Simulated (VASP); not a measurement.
# Al (Fm-3m) in VASP: single point with PBE

Aim: the single point of Al with PBE.

Program: VASP 6.6.1. These are calculated values, not measurements. Logs are shortened: lines on timing, memory, paths and dates and some standing lists are left out, and cuts for length are marked.

### 1 The crystal as given

It takes space group Fm-3m (No. 225, cubic). Conventional cell: a = 4.039 Å, b = 4.039 Å, c = 4.039 Å, α = 90.00°, β = 90.00°, γ = 90.00°. Around Al (site symmetry m-3m) lie 12 Al at 2.86 Å.

### 2 Single point, PBE

Input file INCAR:

```
SYSTEM = Al
PREC     = Accurate       ! precision mode
ENCUT    = 520            ! plane-wave cutoff, eV
EDIFF    = 1E-6           ! SCF threshold, eV
ISMEAR   = 1              ! smearing method
SIGMA    = 0.1            ! smearing width, eV
LREAL    = .FALSE.        ! projectors in reciprocal space
LASPH    = .TRUE.         ! aspherical terms in the spheres
NELM     = 80             ! most SCF steps
ALGO     = Fast           ! electronic algorithm
ISIF     = 2              ! what is computed and relaxed
LWAVE    = .FALSE.        ! write WAVECAR
LCHARG   = .FALSE.        ! write CHGCAR
GGA      = PE             ! functional
NBANDS   = 8              ! bands
ICORELEVEL= 1
```

Input file KPOINTS:

```
Automatic mesh
0
G
  15 15 23
  0 0 0
```

Input file POSCAR:

```
Al
1.0
    2.8562036900      0.0000000000      0.0000000000
   -1.4281018500      2.4735449600      0.0000000000
    1.4281018500      0.8245149900      2.3320805500
Al
1
Direct
    0.0000000000      0.0000000000      0.0000000000
```

Potentials or basis: VASP PAW PBE potentials, release 64 (Al).

Started as:

```
$ cat potpaw_PBE.64/Al/POTCAR > POTCAR
$ mpirun -np 1 vasp_std > vasp.out
```

OUTCAR:

```text
SYSTEM = Al
   PREC = Accurate
   ENCUT = 520
   EDIFF = 1E-6
   ISMEAR = 1
   LREAL = .FALSE.
   LASPH = .TRUE.
   NELM = 80
   ISIF = 2
   GGA = PE

 ion  position               nearest neighbor table
   1  0.000  0.000  0.000-

  LATTYP: Found a face centered cubic cell.
 ALAT       =     4.0392819953

  Lattice vectors:

 A1 = (  -2.8562036900,  -0.0000000000,   0.0000000000)
 A2 = (  -1.4281018400,   0.8245149900,   2.3320805500)
 A3 = (  -1.4281018500,   2.4735449600,   0.0000000000)

Analysis of symmetry for initial positions (statically):
=====================================================================
 Subroutine PRICEL returns:
 Original cell was already a primitive cell.

 Routine SETGRP: Setting up the symmetry group for a
 face centered cubic supercell.

 Subroutine GETGRP returns: Found 48 space group operations
 (whereof 48 operations were pure point group operations)
 out of a pool of 48 trial point group operations.

The static configuration has the point symmetry O_h .

Analysis of symmetry for dynamics (positions and initial velocities):
=====================================================================
 Subroutine PRICEL returns:
 Original cell was already a primitive cell.

 Routine SETGRP: Setting up the symmetry group for a
 face centered cubic supercell.

 Subroutine GETGRP returns: Found 48 space group operations
 (whereof 48 operations were pure point group operations)
 out of a pool of 48 trial point group operations.

The dynamic configuration has the point symmetry O_h .

 Subroutine INISYM returns: Found 48 space group operations
 (whereof 48 operations are pure point group operations),
 and found     1 'primitive' translations

----------------------------------------------------------------------------------------

                                     Primitive cell

  volume of cell :      16.4760

  direct lattice vectors                    reciprocal lattice vectors
     2.856203690  0.000000000  0.000000000     0.350115086  0.202139039 -0.285867771
    -1.428101850  2.473544960  0.000000000     0.000000000  0.404278077 -0.142933886
     1.428101850  0.824514990  2.332080550     0.000000000  0.000000000  0.428801655

  length of vectors
     2.856203690  2.856203698  2.856203696     0.495137503  0.428801655  0.428801655

  position of ions in fractional coordinates (direct lattice)
     0.000000000  0.000000000  0.000000000

  ion indices of the primitive-cell ions
   primitive index   ion index
                 1           1
[... 96 lines left out ...]
   EDIFFG = 0.1E-04   stopping-criterion for IOM
   NSW    =      0    number of steps for IOM
   IBRION =     -1    ionic relax: 0-MD 1-quasi-New 2-CG
   NFREE  =      0    steps in history (QN), initial steepest desc. (CG)
   ISIF   =      2    stress and relaxation
   ISYM   =      2    0-nonsym 1-usesym 2-fastsym
   POTIM  = 0.5000    time-step for ionic-motion
   TEBEG  =    0.0;   TEEND  =   0.0 temperature during run
   PSTRESS=    0.0 pullay stress
   NELECT =       3.0000    total number of electrons
   NUPDOWN=      -1.0000    fix difference up-down
   EMIN   =  10.00;   EMAX   =-10.00  energy-range for DOS
   EFERMI =   0.00;   METHOD = LEGACY
   ISMEAR =     1;   SIGMA  =   0.10  broadening in eV -4-tet -1-fermi 0-gaus
   EFERMI_NEDOS =   21; number of points for ismear=-14 and -15
   IALGO  =     68    algorithm
   IMIX   =      4    mixing-type and parameters
     AMIX     =   0.40;   BMIX     =  1.00
     AMIX_MAG =   1.60;   BMIX_MAG =  1.00
  volume/ion in A,a.u.               =      16.48       111.19
  Fermi-wavevector in a.u.,A,eV,Ry     =   0.927893  1.753463 11.714409  0.860985
  Thomas-Fermi vector in A             =   2.054011
   LORBIT       =      0    0 simple, 1 ext, 2 COOP (PROOUT), +10 PAW based schemes
   GGA     = PE    functional components
   LHFCALC =     F    Hartree Fock is set to
   AEXX    =    0.0000 exact exchange contribution
   IVDW    =     0    specifies the selected vdW correction
   LEPSILON=     F    determine dielectric tensor
   LRPA    =     F    only Hartree local field effects (RPA)
 non-spin polarized calculation
 RMM-DIIS sequential band-by-band and
 Methfessel and Paxton  Order N= 1 SIGMA  =   0.10
  energy-cutoff  :      520.00
  volume of cell :       16.48
 maximum number of plane-waves:       459
 NGX is ok and might be reduce to    24
   NGX = 11   NGY = 11   NGZ = 11

 number of electron       3.0000000 magnetization

 Free energy of the ion-electron system (eV)
  ---------------------------------------------------
  ext. energy  EPLUGINS =         0.00000000
  ---------------------------------------------------
  free energy    TOTEN  =        -3.74550945 eV

  energy without entropy =       -3.74551480  energy(sigma->0) =       -3.74551124

 the core state eigenenergies are
   1-  1s  -1498.1831  2s    -95.4095  2p    -56.8688

 E-fermi :   8.0803     XC(G=0): -10.2019

 val. band max:        8.0801430634   @ k =   0.3333   0.4667   0.3478
 cond. band min:       8.0856393337   @ k =  -0.2667   0.3333   0.3043
 fundamental gap:      0.0054962702
 Fermi energy:         8.0803120227

 k-point     1 :       0.0000    0.0000    0.0000
  band No.  band energies     occupation
      1      -3.1292      2.00000
      2      20.6424      0.00000
      3      20.6424      0.00000
      4      20.6424      0.00000
      5      22.1454      0.00000
      6      22.1454      0.00000
      7      22.1454      0.00000
      8      24.4914      0.00000
[... 276 lines left out ...]
 k-point    27 :       0.1333    0.2000    0.0000
  band No.  band energies     occupation
      1      -0.4528      2.00000
      2      10.4196      0.00000

------------------------ aborting loop because EDIFF is reached ----------------------------------------

  FORCE on cell =-STRESS in cart. coord.  units (eV):
  Direction    XX          YY          ZZ          XY          YZ          ZX
  --------------------------------------------------------------------------------------
  -------------------------------------------------------------------------------------
  Total        0.0041407      0.0041407      0.0041407     -0.0000000      0.0000000      0.0000000
  in kB        0.4026585      0.4026585      0.4026585     -0.0000000      0.0000000      0.0000000
  external PRESSURE =       0.4026585 kB  Pullay stress =       0.0000000 kB

 VOLUME and BASIS-vectors are now :
 -----------------------------------------------------------------------------
  energy-cutoff  :      520.00
  volume of cell :       16.48
      direct lattice vectors                 reciprocal lattice vectors
     2.856203690  0.000000000  0.000000000     0.350115086  0.202139039 -0.285867771
    -1.428101850  2.473544960  0.000000000     0.000000000  0.404278077 -0.142933886
     1.428101850  0.824514990  2.332080550     0.000000000  0.000000000  0.428801655

 POSITION                                       TOTAL-FORCE (eV/Angst)
 -----------------------------------------------------------------------------------
      0.00000      0.00000      0.00000        -0.000000      0.000000      0.000000
 -----------------------------------------------------------------------------------
    total drift:                                0.000000      0.000000     -0.000000

  FREE ENERGIE OF THE ION-ELECTRON SYSTEM (eV)
  ---------------------------------------------------
  free  energy   TOTEN  =        -3.7455094515 eV

  energy  without entropy=       -3.7455148049  energy(sigma->0) =       -3.74551124
```

It took 46 s on 1 thread of Intel Xeon 6975P-C (Granite Rapids), shared host; peak memory 0.26 GiB.

What came out:

| Item | Value |
| --- | --- |
| Free energy | -3.7455 eV |
| Pressure | 0.0 GPa |
| Band gap on the k mesh | none (metal or under the smearing width) |

Levels at points of the mesh, in eV from the Fermi level:
```
           k point  band 1  band 2  band 3  band 4  band 5
(0.00, 0.00, 0.00)  -11.21   12.56   12.56   12.56   14.07
```

Core levels (eV, on the scale of the bands):
```csv
atom,levels
1 Al,"1s -1498.2, 2s -95.4, 2p -56.9"
```
